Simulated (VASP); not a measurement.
# BaS (Fm-3m) in VASP: further runs

Runs on BaS. Level: PBE. Tasks: single point.

Program: VASP 6.6.1. These are calculated values, not measurements. Logs are shortened: lines on timing, memory, paths and dates and some standing lists are left out, and cuts for length are marked.

**The experiment to reproduce.**

A printed reference work, monograph, original work of 1988 reports, for a bulk crystal of BaS at 2 K: band gap 3.806 eV (indirect).

How close the calculation comes is told below.

### Step 1. The cell of the first run

The structure is cubic, space group Fm-3m (No. 225). Conventional cell: a = 6.388 Å, b = 6.388 Å, c = 6.388 Å, α = 90.00°, β = 90.00°, γ = 90.00°. Ba (site symmetry m-3m) has 6 S at 3.19 Å within 4.2 Å. S (site symmetry m-3m) has 6 Ba at 3.19 Å within 4.2 Å.

### Step 2. Single point, PBE

INCAR

```
ALGO = Normal
EDIFF = 1E-6
ENCUT = 520
GGA = PE
ISIF = 2
ISMEAR = 0
LASPH = T
LCHARG = F
LREAL = F
LWAVE = F
NBANDS = 15
NELM = 80
PREC = Accurate
SIGMA = 0.019000000000000003
```

KPOINTS

```
k-points
0
Gamma
  7 7 7
```

POSCAR

```
BaS
1.0
    0.0000000000      3.1937500000      3.1937500000
    3.1937500000      0.0000000000      3.1937500000
    3.1937500000      3.1937500000      0.0000000000
Ba S
1 1
Direct
    0.0000000000      0.0000000000      0.0000000000
    0.5000000000      0.5000000000      0.5000000000
```

Potentials or basis: VASP PAW PBE potentials, release 64 (Ba_sv, S).

Started as:

```bash
cat potpaw_PBE.64/Ba_sv/POTCAR potpaw_PBE.64/S/POTCAR > POTCAR
mpirun -np 1 vasp_std > vasp.out
```

OUTCAR:

```text
EDIFF = 1E-6
   ENCUT = 520
   GGA = PE
   ISIF = 2
   ISMEAR = 0
   LASPH = T
   LREAL = F
   NELM = 80
   PREC = Accurate

 ion  position               nearest neighbor table
   1  0.000  0.000  0.000-   2 3.19   2 3.19   2 3.19   2 3.19   2 3.19   2 3.19
   2  0.500  0.500  0.500-   1 3.19   1 3.19   1 3.19   1 3.19   1 3.19   1 3.19

  LATTYP: Found a face centered cubic cell.
 ALAT       =     6.3875000000

  Lattice vectors:

 A1 = (   0.0000000000,   3.1937500000,   3.1937500000)
 A2 = (   3.1937500000,   0.0000000000,   3.1937500000)
 A3 = (   3.1937500000,   3.1937500000,   0.0000000000)

Analysis of symmetry for initial positions (statically):
=====================================================================
 Subroutine PRICEL returns:
 Original cell was already a primitive cell.

 Routine SETGRP: Setting up the symmetry group for a
 face centered cubic supercell.

 Subroutine GETGRP returns: Found 48 space group operations
 (whereof 48 operations were pure point group operations)
 out of a pool of 48 trial point group operations.

The static configuration has the point symmetry O_h .

Analysis of symmetry for dynamics (positions and initial velocities):
=====================================================================
 Subroutine PRICEL returns:
 Original cell was already a primitive cell.

 Routine SETGRP: Setting up the symmetry group for a
 face centered cubic supercell.

 Subroutine GETGRP returns: Found 48 space group operations
 (whereof 48 operations were pure point group operations)
 out of a pool of 48 trial point group operations.

The dynamic configuration has the point symmetry O_h .

 Subroutine INISYM returns: Found 48 space group operations
 (whereof 48 operations are pure point group operations),
 and found     1 'primitive' translations

----------------------------------------------------------------------------------------

                                     Primitive cell

  volume of cell :      65.1527

  direct lattice vectors                    reciprocal lattice vectors
     0.000000000  3.193750000  3.193750000    -0.156555773  0.156555773  0.156555773
     3.193750000  0.000000000  3.193750000     0.156555773 -0.156555773  0.156555773
     3.193750000  3.193750000  0.000000000     0.156555773  0.156555773 -0.156555773

  length of vectors
     4.516644565  4.516644565  4.516644565     0.271162553  0.271162553  0.271162553

  position of ions in fractional coordinates (direct lattice)
     0.000000000  0.000000000  0.000000000
     0.500000000  0.500000000  0.500000000

  ion indices of the primitive-cell ions
   primitive index   ion index
                 1           1
                 2           2

----------------------------------------------------------------------------------------

 KPOINTS: k-points

Automatic generation of k-mesh.
 Grid dimensions read from file:
 generate k-points for:    7    7    7

 Generating k-lattice:

  Cartesian coordinates                     Fractional coordinates (reciprocal lattice)
    -0.022365110  0.022365110  0.022365110     0.142857143  0.000000000  0.000000000
     0.022365110 -0.022365110  0.022365110     0.000000000  0.142857143  0.000000000
     0.022365110  0.022365110 -0.022365110     0.000000000  0.000000000  0.142857143

  Length of vectors
     0.038737508  0.038737508  0.038737508

  Shift w.r.t. Gamma in fractional coordinates (k-lattice)
     0.000000000  0.000000000  0.000000000

 Subroutine IBZKPT returns following result:
 ===========================================

 Found     20 irreducible k-points:

 Following reciprocal coordinates:
            Coordinates               Weight
  0.000000  0.000000  0.000000      1.000000
  0.142857  0.000000  0.000000      8.000000
  0.285714  0.000000  0.000000      8.000000
  0.428571  0.000000  0.000000      8.000000
  0.142857  0.142857  0.000000      6.000000
  0.285714  0.142857  0.000000     24.000000
[... 12 lines left out ...]
 -0.428571  0.428571  0.142857     24.000000
 -0.285714  0.428571  0.142857     24.000000
   k-points           NKPTS =     20   k-points in BZ     NKDIM =     20   number of bands    NBANDS=     15
   number of dos      NEDOS =    301   number of ions     NIONS =      2
   total plane-waves  NPLWV =  46656
   dimension x,y,z NGX =    36 NGY =   36 NGZ =   36
   dimension x,y,z NGXF=    72 NGYF=   72 NGZF=   72
   ions per type =               1   1
   NGX,Y,Z   is equivalent  to a cutoff of  13.25, 13.25, 13.25 a.u.
   NGXF,Y,Z  is equivalent  to a cutoff of  26.50, 26.50, 26.50 a.u.
 SYSTEM =  unknown system
   PREC   = accura    normal or accurate (medium, high low for compatibility)
   ISTART =      0    job   : 0-new  1-cont  2-samecut
   ICHARG =      2    charge: 1-file 2-atom 10-const
   ISPIN  =      1    spin polarized calculation?
   LNONCOLLINEAR =      F non collinear calculations
   LSORBIT =      F    spin-orbit coupling
   LASPH  =      T    aspherical Exc in radial PAW
   ENCUT  =  520.0 eV  38.22 Ry    6.18 a.u.   8.40  8.40  8.40*2*pi/ulx,y,z
   NELM   =     80;   NELMIN=  2; NELMDL= -5     # of ELM steps
   EDIFF  = 0.1E-05   stopping-criterion for ELM
   LREAL  =      F    real-space projection
[... 7 lines left out ...]
   TEBEG  =    0.0;   TEEND  =   0.0 temperature during run
   PSTRESS=    0.0 pullay stress
   NELECT =      16.0000    total number of electrons
   NUPDOWN=      -1.0000    fix difference up-down
   EMIN   =  10.00;   EMAX   =-10.00  energy-range for DOS
   EFERMI =   0.00;   METHOD = LEGACY
   ISMEAR =     0;   SIGMA  =   0.02  broadening in eV -4-tet -1-fermi 0-gaus
   EFERMI_NEDOS =   21; number of points for ismear=-14 and -15
   IALGO  =     38    algorithm
   IMIX   =      4    mixing-type and parameters
     AMIX     =   0.40;   BMIX     =  1.00
     AMIX_MAG =   1.60;   BMIX_MAG =  1.00
  volume/ion in A,a.u.               =      32.58       219.84
  Fermi-wavevector in a.u.,A,eV,Ry     =   1.025189  1.937326 14.299891  1.051012
  Thomas-Fermi vector in A             =   2.159016
   LORBIT       =      0    0 simple, 1 ext, 2 COOP (PROOUT), +10 PAW based schemes
   GGA     = PE    functional components
   LHFCALC =     F    Hartree Fock is set to
   AEXX    =    0.0000 exact exchange contribution
   IVDW    =     0    specifies the selected vdW correction
   LEPSILON=     F    determine dielectric tensor
   LRPA    =     F    only Hartree local field effects (RPA)
 non-spin polarized calculation
 Gauss-broadening in eV      SIGMA  =   0.02
  energy-cutoff  :      520.00
  volume of cell :       65.15
 maximum number of plane-waves:      1807
 NGX is ok and might be reduce to    36
   NGX = 17   NGY = 17   NGZ = 17

 number of electron      16.0000001 magnetization

 Free energy of the ion-electron system (eV)
  ---------------------------------------------------
  ext. energy  EPLUGINS =         0.00000000
  ---------------------------------------------------
  free energy    TOTEN  =       -10.18472074 eV

  energy without entropy =      -10.18472074  energy(sigma->0) =      -10.18472074

 E-fermi :   1.5774     XC(G=0):  -8.6258

 val. band max:        1.4538157211   @ k =   0.0000   0.0000   0.0000
 cond. band min:       3.6204925867   @ k =   0.4286   0.4286   0.0000
 fundamental gap:      2.1666768655
 Fermi energy:         1.5773792380

 k-point     1 :       0.0000    0.0000    0.0000
  band No.  band energies     occupation
      1     -24.6207      2.00000
      2      -9.6763      2.00000
      3      -9.6763      2.00000
      4      -9.6763      2.00000
      5      -8.9066      2.00000
      6       1.4538      2.00000
      7       1.4538      2.00000
      8       1.4538      2.00000
      9       5.0535      0.00000
     10       5.3225      0.00000
     11       5.3225      0.00000
     12       5.3225      0.00000
     13       6.2482      0.00000
     14       6.2482      0.00000
     15      10.1888      0.00000

 k-point     2 :       0.1429    0.0000    0.0000
  band No.  band energies     occupation
      1     -24.6123      2.00000
      2     -10.0433      2.00000
      3      -9.6837      2.00000
      4      -9.6837      2.00000
      5      -8.5222      2.00000
      6       0.9436      2.00000
      7       1.1885      2.00000
      8       1.1885      2.00000
      9       5.3361      0.00000
     10       5.6254      0.00000
     11       5.6254      0.00000
     12       5.8103      0.00000
     13       6.8329      0.00000
     14       6.8329      0.00000
     15      10.9877      0.00000

 k-point     3 :       0.2857    0.0000    0.0000
  band No.  band energies     occupation
      1     -24.5934      2.00000
      2     -10.5102      2.00000
      3      -9.7000      2.00000
      4      -9.7000      2.00000
      5      -8.0131      2.00000
      6       0.1127      2.00000
      7       0.7148      2.00000
      8       0.7148      2.00000
      9       5.6905      0.00000
     10       6.4574      0.00000
     11       6.4574      0.00000
     12       7.1588      0.00000
     13       8.2359      0.00000
     14       8.2359      0.00000
     15      12.0395      0.00000
[... 271 lines left out ...]
 k-point    19 :      -0.4286    0.4286    0.1429
  band No.  band energies     occupation
      1     -24.5648      2.00000
      2     -10.2763      2.00000
      3      -9.9447      2.00000
      4      -9.9142      2.00000
      5      -8.3934      2.00000
      6       0.5929      2.00000
      7       0.8308      2.00000
      8       1.1069      2.00000
      9       4.4463      0.00000
     10       7.2831      0.00000
     11       7.6332      0.00000
     12       8.5837      0.00000
     13       8.7995      0.00000
     14       9.5268      0.00000
     15      10.8837      0.00000

 k-point    20 :      -0.2857    0.4286    0.1429
  band No.  band energies     occupation
      1     -24.5634      2.00000
      2     -10.3132      2.00000
      3     -10.0371      2.00000
      4      -9.8909      2.00000
      5      -8.2358      2.00000
      6       0.3128      2.00000
      7       0.8650      2.00000
      8       0.9348      2.00000
      9       5.3864      0.00000
     10       6.2993      0.00000
     11       7.8671      0.00000
     12       8.5366      0.00000
     13       8.6793      0.00000
     14      10.6185      0.00000
     15      11.6462      0.00000

------------------------ aborting loop because EDIFF is reached ----------------------------------------

  FORCE on cell =-STRESS in cart. coord.  units (eV):
  Direction    XX          YY          ZZ          XY          YZ          ZX
  --------------------------------------------------------------------------------------
  -------------------------------------------------------------------------------------
  Total        0.5801922      0.5801922      0.5801922      0.0000000     -0.0000000      0.0000000
  in kB       14.2675609     14.2675609     14.2675609      0.0000000     -0.0000000      0.0000000
  external PRESSURE =      14.2675609 kB  Pullay stress =       0.0000000 kB

 VOLUME and BASIS-vectors are now :
 -----------------------------------------------------------------------------
  energy-cutoff  :      520.00
  volume of cell :       65.15
      direct lattice vectors                 reciprocal lattice vectors
     0.000000000  3.193750000  3.193750000    -0.156555773  0.156555773  0.156555773
     3.193750000  0.000000000  3.193750000     0.156555773 -0.156555773  0.156555773
     3.193750000  3.193750000  0.000000000     0.156555773  0.156555773 -0.156555773

 POSITION                                       TOTAL-FORCE (eV/Angst)
 -----------------------------------------------------------------------------------
      0.00000      0.00000      0.00000         0.000000      0.000000     -0.000000
      3.19375      3.19375      3.19375        -0.000000     -0.000000      0.000000
 -----------------------------------------------------------------------------------
    total drift:                                0.000000      0.000000      0.000000

  FREE ENERGIE OF THE ION-ELECTRON SYSTEM (eV)
  ---------------------------------------------------
  free  energy   TOTEN  =       -10.1847207444 eV

  energy  without entropy=      -10.1847207444  energy(sigma->0) =      -10.18472074
```

Wall time 22 s (1 thread of AMD EPYC 7R13 (Zen 3), shared host); peak memory 0.18 GiB.

Results:

* Free energy: -10.1847 eV
* Pressure: 1.4 GPa
* Band gap on the k mesh: 2.17 eV, indirect (least direct gap 2.31 eV)

Caveat: spin-orbit coupling is left out, which moves the levels of the heavy elements.

### Step 3. Single point, PBE

INCAR

```
ALGO = Normal
EDIFF = 1E-7
ENCUT = 520
GGA = PE
ISIF = 2
ISMEAR = 0
LASPH = T
LCHARG = F
LREAL = F
LWAVE = F
NBANDS = 15
NELM = 60
PREC = Accurate
SIGMA = 0.015
```

KPOINTS is that of step 2.

POSCAR is that of step 2.

Potentials or basis: VASP PAW PBE potentials, release 64 (Ba_sv, S).

Started as:

```bash
cat potpaw_PBE.64/Ba_sv/POTCAR potpaw_PBE.64/S/POTCAR > POTCAR
mpirun -np 1 vasp_std > vasp.out
```

It took 28 s on 1 thread of AMD EPYC 7R13 (Zen 3), shared host; peak memory 0.18 GiB.

Results (log left out):

| Item | Value |
| --- | --- |
| Free energy | -10.1847 eV |
| Pressure | 1.4 GPa |
| Band gap on the k mesh | 2.17 eV, indirect (least direct gap 2.31 eV) |

Levels at points of the mesh, in eV from the valence-band top:
```tsv
k point	band 4	band 5	band 6	band 7	band 8	band 9	band 10	band 11	band 12	band 13
(0.00, 0.00, 0.00)	-11.13	-10.36	0.00	0.00	0.00	3.60	3.87	3.87	3.87	4.79
```

Caveat: spin-orbit coupling is left out, which moves the levels of the heavy elements.

### Step 4. Comparison with measurements

Step 2. A measured gap of BaS is 3.806 eV (indirect; 2 K; a printed reference work, monograph, original work of 1988); the calculated 2.17 eV misses it by -1.64 eV. Spin-orbit coupling on Ba is left out. The value is that of PBE on a finite k mesh, which can miss the band edges, without temperature or zero-point motion. Semilocal functionals fall short of measured gaps as a rule.

Step 3. Against the measured gap of BaS, 3.806 eV (indirect; 2 K; a printed reference work, monograph, original work of 1988), the calculated 2.17 eV is off by -1.64 eV. Spin-orbit coupling on Ba is left out. The value is that of PBE on a finite k mesh, which can miss the band edges, without temperature or zero-point motion. Semilocal functionals fall short of measured gaps as a rule.
